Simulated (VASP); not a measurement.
Consider the following.

```yaml
crystal:
  lattice:
    - [4.57000, 0.00000, 0.00000]
    - [0.00000, 4.57000, 0.00000]
    - [0.00000, 0.00000, 4.57000]
  atoms:
    - { symbol: Cs, position: [0.00000, 0.00000, 0.00000] }
    - { symbol: I, position: [0.50000, 0.50000, 0.50000] }
```

These are G0W0 on PBE orbitals, VASP's PBE PAW potentials (set 64) (plane waves; VASP) values and carry that method's errors. Numerical set-up: PREC = Normal, 500 eV cut-off, 4×4×4 Γ-centred mesh, Gaussian smearing of 0.010 eV, potentials Cs_sv_GW I_GW.

The mesh is coarse and the basis finite, so the quasiparticle values are not converged.

NBANDS = 64, ENCUTGW = 150 eV, NOMEGA = 64. The PBE levels (eV) that the step starts from are:

| state | KS energy | filling |
|---|---|---|
| k1 (0.00, 0.00, 0.00), band 5 | -5.62 | 2 |
| k1 (0.00, 0.00, 0.00), band 6 | 1.37 | 2 |
| k1 (0.00, 0.00, 0.00), band 7 | 1.37 | 2 |
| k1 (0.00, 0.00, 0.00), band 8 | 1.37 | 2 |
| k1 (0.00, 0.00, 0.00), band 9 | 5.33 | 0 |
| k1 (0.00, 0.00, 0.00), band 10 | 5.65 | 0 |
| k1 (0.00, 0.00, 0.00), band 11 | 5.65 | 0 |
| k1 (0.00, 0.00, 0.00), band 12 | 9.23 | 0 |
| k7 (0.25, 0.25, 0.25), band 5 | -5.69 | 2 |
| k7 (0.25, 0.25, 0.25), band 6 | 0.73 | 2 |
| k7 (0.25, 0.25, 0.25), band 7 | 0.77 | 2 |
| k7 (0.25, 0.25, 0.25), band 8 | 0.77 | 2 |
| k7 (0.25, 0.25, 0.25), band 9 | 7.43 | 0 |
| k7 (0.25, 0.25, 0.25), band 10 | 7.43 | 0 |
| k7 (0.25, 0.25, 0.25), band 11 | 7.65 | 0 |
| k7 (0.25, 0.25, 0.25), band 12 | 7.73 | 0 |
| k10 (0.50, 0.50, 0.50), band 5 | -5.87 | 2 |
| k10 (0.50, 0.50, 0.50), band 6 | 0.16 | 2 |
| k10 (0.50, 0.50, 0.50), band 7 | 0.16 | 2 |
| k10 (0.50, 0.50, 0.50), band 8 | 0.16 | 2 |
| k10 (0.50, 0.50, 0.50), band 9 | 8.62 | 0 |
| k10 (0.50, 0.50, 0.50), band 10 | 8.62 | 0 |
| k10 (0.50, 0.50, 0.50), band 11 | 8.62 | 0 |
| k10 (0.50, 0.50, 0.50), band 12 | 9.32 | 0 |

Q: Give the quasiparticle energies and renormalisation factors Z.

A: 
```tsv
state	QP energy (eV)	Z
k1 (0.00, 0.00, 0.00), band 5	-7.11	0.79
k1 (0.00, 0.00, 0.00), band 6	0.41	0.79
k1 (0.00, 0.00, 0.00), band 7	0.41	0.79
k1 (0.00, 0.00, 0.00), band 8	0.41	0.79
k1 (0.00, 0.00, 0.00), band 9	6.12	0.84
k1 (0.00, 0.00, 0.00), band 10	6.45	0.83
k1 (0.00, 0.00, 0.00), band 11	6.45	0.83
k1 (0.00, 0.00, 0.00), band 12	10.72	0.81
k7 (0.25, 0.25, 0.25), band 5	-7.16	0.79
k7 (0.25, 0.25, 0.25), band 6	-0.33	0.78
k7 (0.25, 0.25, 0.25), band 7	-0.29	0.78
k7 (0.25, 0.25, 0.25), band 8	-0.29	0.78
k7 (0.25, 0.25, 0.25), band 9	8.44	0.82
k7 (0.25, 0.25, 0.25), band 10	8.44	0.82
k7 (0.25, 0.25, 0.25), band 11	8.68	0.82
k7 (0.25, 0.25, 0.25), band 12	8.80	0.82
k10 (0.50, 0.50, 0.50), band 5	-7.40	0.79
k10 (0.50, 0.50, 0.50), band 6	-1.01	0.78
k10 (0.50, 0.50, 0.50), band 7	-1.01	0.78
k10 (0.50, 0.50, 0.50), band 8	-1.01	0.78
k10 (0.50, 0.50, 0.50), band 9	9.48	0.81
k10 (0.50, 0.50, 0.50), band 10	9.48	0.81
k10 (0.50, 0.50, 0.50), band 11	9.48	0.81
k10 (0.50, 0.50, 0.50), band 12	10.81	0.80
```
On the mesh the gap opens from 3.87 to 5.61 eV.

The compound is CsI in the CsCl type structure. The cell was not relaxed at this level.
